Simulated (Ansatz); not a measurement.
# ZnO (P6_3mc): Mg in place of Zn

Aim: put Mg in place of Zn into a supercell of ZnO (P6_3mc) with 64 atoms, relax the atoms and find what it costs and how the neighbours respond.

Method: DFT PBE, scalar-relativistic, plane waves, PAW, in Ansatz 0.2.0.

3 further runs of the same task are left out: 3 set aside as unsound or not needed.

### 1 Starting point

The cell holds 64 atoms (MgO32Zn31): a = 10.164 Å, b = 10.164 Å, c = 10.164 Å, α = 99.62°, β = 112.05°, γ = 117.23°.

The coordinates of this cell stand in the input of its own run.

The host was relaxed before at PBE: a = 3.279 Å, b = 3.279 Å, c = 5.293 Å, α = 90.00°, β = 90.00°, γ = 120.00° (conventional cell), 12.325 Å³/atom.

Places, in fractions of the supercell: Mg in place of Zn at (0.334, 0.875, 0.708). The start keeps the symmetry of the ideal site.

Earlier runs gave the host's free energy in this supercell, -124379.099 eV, its gap, 0.74 eV.

### 2 Charge 0, atoms relaxed

input.yaml

```yaml
crystal:
  lattice:
    - [8.1984686075, 2.8400328344, 5.2931776513]
    - [-8.1984686075, -2.8400328344, 5.2931776513]
    - [1.6396937214, -8.5200985035, -5.2931776513]
  atoms:
    - { symbol: Mg, position: [0.3336344326, 0.8753010993, 0.7083333333] }
    - { symbol: Zn, position: [0.5836344326, 0.7503010993, 0.8333333333] }
    - { symbol: Zn, position: [0.3336344326, 0.6253010993, 0.4583333333] }
    - { symbol: Zn, position: [0.5836344326, 0.0003010993, 0.0833333333] }
    - { symbol: Zn, position: [0.5836344326, 0.5003010993, 0.5833333333] }
    - { symbol: Zn, position: [0.0836344326, 0.0003010993, 0.5833333333] }
    - { symbol: Zn, position: [0.3336344326, 0.3753010993, 0.2083333333] }
    - { symbol: Zn, position: [0.8336344326, 0.8753010993, 0.2083333333] }
    - { symbol: Zn, position: [0.8336344326, 0.3753010993, 0.7083333333] }
    - { symbol: Zn, position: [0.5836344326, 0.2503010993, 0.3333333333] }
    - { symbol: Zn, position: [0.0836344326, 0.7503010993, 0.3333333333] }
    - { symbol: Zn, position: [0.3336344326, 0.1253010993, 0.9583333333] }
    - { symbol: Zn, position: [0.8336344326, 0.6253010993, 0.9583333333] }
    - { symbol: Zn, position: [0.0836344326, 0.2503010993, 0.8333333333] }
    - { symbol: Zn, position: [0.8336344326, 0.1253010993, 0.4583333333] }
    - { symbol: Zn, position: [0.0836344326, 0.5003010993, 0.0833333333] }
    - { symbol: Zn, position: [0.916967766, 0.6253010993, 0.5416666667] }
    - { symbol: Zn, position: [0.166967766, 0.5003010993, 0.6666666667] }
    - { symbol: Zn, position: [0.916967766, 0.3753010993, 0.2916666667] }
    - { symbol: Zn, position: [0.166967766, 0.7503010993, 0.9166666667] }
    - { symbol: Zn, position: [0.166967766, 0.2503010993, 0.4166666667] }
    - { symbol: Zn, position: [0.666967766, 0.7503010993, 0.4166666667] }
    - { symbol: Zn, position: [0.916967766, 0.1253010993, 0.0416666667] }
    - { symbol: Zn, position: [0.416967766, 0.6253010993, 0.0416666667] }
    - { symbol: Zn, position: [0.416967766, 0.1253010993, 0.5416666667] }
    - { symbol: Zn, position: [0.166967766, 0.0003010993, 0.1666666667] }
    - { symbol: Zn, position: [0.666967766, 0.5003010993, 0.1666666667] }
    - { symbol: Zn, position: [0.916967766, 0.8753010993, 0.7916666667] }
    - { symbol: Zn, position: [0.416967766, 0.3753010993, 0.7916666667] }
    - { symbol: Zn, position: [0.666967766, 0.0003010993, 0.6666666667] }
    - { symbol: Zn, position: [0.416967766, 0.8753010993, 0.2916666667] }
    - { symbol: Zn, position: [0.666967766, 0.2503010993, 0.9166666667] }
    - { symbol: O, position: [0.523187234, 0.0648539007, 0.7083333333] }
    - { symbol: O, position: [0.773187234, 0.9398539007, 0.8333333333] }
    - { symbol: O, position: [0.523187234, 0.8148539007, 0.4583333333] }
    - { symbol: O, position: [0.773187234, 0.1898539007, 0.0833333333] }
    - { symbol: O, position: [0.773187234, 0.6898539007, 0.5833333333] }
    - { symbol: O, position: [0.273187234, 0.1898539007, 0.5833333333] }
    - { symbol: O, position: [0.523187234, 0.5648539007, 0.2083333333] }
    - { symbol: O, position: [0.023187234, 0.0648539007, 0.2083333333] }
    - { symbol: O, position: [0.023187234, 0.5648539007, 0.7083333333] }
    - { symbol: O, position: [0.773187234, 0.4398539007, 0.3333333333] }
    - { symbol: O, position: [0.273187234, 0.9398539007, 0.3333333333] }
    - { symbol: O, position: [0.523187234, 0.3148539007, 0.9583333333] }
    - { symbol: O, position: [0.023187234, 0.8148539007, 0.9583333333] }
    - { symbol: O, position: [0.273187234, 0.4398539007, 0.8333333333] }
    - { symbol: O, position: [0.023187234, 0.3148539007, 0.4583333333] }
    - { symbol: O, position: [0.273187234, 0.6898539007, 0.0833333333] }
    - { symbol: O, position: [0.1065205674, 0.8148539007, 0.5416666667] }
    - { symbol: O, position: [0.3565205674, 0.6898539007, 0.6666666667] }
    - { symbol: O, position: [0.1065205674, 0.5648539007, 0.2916666667] }
    - { symbol: O, position: [0.3565205674, 0.9398539007, 0.9166666667] }
    - { symbol: O, position: [0.3565205674, 0.4398539007, 0.4166666667] }
    - { symbol: O, position: [0.8565205674, 0.9398539007, 0.4166666667] }
    - { symbol: O, position: [0.1065205674, 0.3148539007, 0.0416666667] }
    - { symbol: O, position: [0.6065205674, 0.8148539007, 0.0416666667] }
    - { symbol: O, position: [0.6065205674, 0.3148539007, 0.5416666667] }
    - { symbol: O, position: [0.3565205674, 0.1898539007, 0.1666666667] }
    - { symbol: O, position: [0.8565205674, 0.6898539007, 0.1666666667] }
    - { symbol: O, position: [0.1065205674, 0.0648539007, 0.7916666667] }
    - { symbol: O, position: [0.6065205674, 0.5648539007, 0.7916666667] }
    - { symbol: O, position: [0.8565205674, 0.1898539007, 0.6666666667] }
    - { symbol: O, position: [0.6065205674, 0.0648539007, 0.2916666667] }
    - { symbol: O, position: [0.8565205674, 0.4398539007, 0.9166666667] }
  host:
    lattice:
      - [3.279387443, 0.0, 0.0]
      - [-1.6396937215, 2.8400328345, 0.0]
      - [0.0, 0.0, 5.2931776513]
    atoms:
      - { symbol: Zn, position: [0.6666666667, 0.3333333333, 0.5006021986] }
      - { symbol: Zn, position: [0.3333333333, 0.6666666667, 0.0006021986] }
      - { symbol: O, position: [0.6666666667, 0.3333333333, 0.8797078014] }
      - { symbol: O, position: [0.3333333333, 0.6666666667, 0.3797078014] }
basis:
  ecutwfc: 420
  xc_grid: 2
kpoints:
  mp_grid: { grid: [2, 2, 2], shift: [0.5, 0.5, 0.5] }
hamiltonian:
  xc: pbe
scf:
  occupations: { method: gaussian, width: 0.02 }
output:
  forces: true
  stress: false
  eigenvalues: true
  charged_corrections: { defect_position: [0.33363443, 0.8753011, 0.70833333] }
  write_density: true
  write_potential: true
  elf: true
  volumetric_format: npy
relax:
  adjacent_minimum: "off"
  f_tol: 0.03
  max_steps: 40
```

The run is started by

```bash
> ansatz run input.yaml --threads 8 --pin off --max-ram 16384MiB --backend cpu --events-out ev --progress --plain --runs-dir out
```

The program printed, cut to the lines that bear on the results:

```text
Warning: RAYON_NUM_THREADS=8 ignored (pool sized by the plan → 8); use --threads N
[...]
Pseudopotentials: kind: paw
Pseudopotential: Mg, paw, valence charge 10, recommended cutoff 420 eV (normal), Mg.paw.azcp
Pseudopotential: Zn, paw, valence charge 12, recommended cutoff 420 eV (normal), Zn.paw.azcp
Pseudopotential: O, paw, valence charge 6, recommended cutoff 420 eV (normal), O.paw.azcp
Functional definition: PBE
[...]
Crystal: 64 atoms, lattice volume = 788.774 Å³
Basis set: ecut = 420 eV, 15371 PW (Γ), exchange–correlation on 144×144×144 points (8 copies of the dense FFT grid, shifted against one another)
Bands: 351, of which v1, the nominal top of the filled ones, is band 287 counted from 1 (286 counted from 0)
Symmetry: 2 space group operations
Space group: Cm (ITA 8), of the structure as read, at distance tolerance 9.2e-5 Å
k-points: 4 of 8 (time reversal used)
[...]
SCF iter   1: F=—  HF=-122986.288086 eV  |F-HF|=—  |Δ(HF+E_count)|=         —  Δρ=7.30e-4  dr2=2.41e-3  ethr=1.77e-3  ⟨swp⟩=5.5  Hψ=5699  notcnv=0  defer=20
[...]
relax step   1: F+E_penalty+E_count = -122986.29373899 eV  Δ(F+E_penalty+E_count) = +0.000e0 eV  max|allowed force component| = 1.725e-1 eV/Å  Δτ_max = 0.0000 Å  (6 SCF iters, dr2 threshold 2.25e-5 eV, accepted)
[...]
relax step   2: F+E_penalty+E_count = -122986.29897246 eV  Δ(F+E_penalty+E_count) = -5.233e-3 eV  max|allowed force component| = 9.337e-2 eV/Å  Δτ_max = 0.0085 Å  (5 SCF iters, dr2 threshold 1.86e-6 eV, accepted)
[...]
relax step   3: F+E_penalty+E_count = -122986.30142447 eV  Δ(F+E_penalty+E_count) = -2.452e-3 eV  max|allowed force component| = 1.561e-2 eV/Å  Δτ_max = 0.0115 Å  (7 SCF iters, accepted)
SCF converged after 7 iterations
Free energy (F): -122986.301424 eV
[...]
E sigma→0 (E₀):  -122986.301424 eV
Fermi energy:    7.420404 eV
[...]
--- Forces (eV/Å), atoms counted from 1 ---
  atom   1  Mg     0.00033087    -0.00019103    -0.00445154
  atom   2  Zn     0.00308254     0.00508017    -0.00151385
  atom   3  Zn     0.00458812    -0.00030955    -0.00252536
  atom   4  Zn    -0.00285828    -0.00520964    -0.00151385
  atom   5  Zn     0.00158460     0.00053185     0.00097838
  atom   6  Zn    -0.00239918     0.00456057    -0.00212346
  atom   7  Zn    -0.00341226     0.00197007     0.00143418
  atom   8  Zn    -0.00649741     0.00375128    -0.00016823
[...]
```

### 3 More of the same log: Mg_Zn, charge +0, atoms relaxed at the host's cell

Output, continued, cut to the lines that bear on the results:

```text
  atom  28  Zn    -0.00419755    -0.00202514     0.00186312
  atom  29  Zn     0.00352140     0.00086722    -0.00666012
  atom  30  Zn    -0.00320642    -0.00265388     0.00584028
  atom  31  Zn     0.00100966    -0.00348324    -0.00666012
  atom  32  Zn     0.00069512     0.00410378     0.00584028
  atom  33  O     -0.00019290     0.00011137     0.00468244
  atom  34  O      0.00402158    -0.00115501     0.00159240
  atom  35  O      0.00094036     0.00590520     0.00386235
[...]
--- Band table (eV) ---
[...]
```

(Part 1 of 2 ends here.)
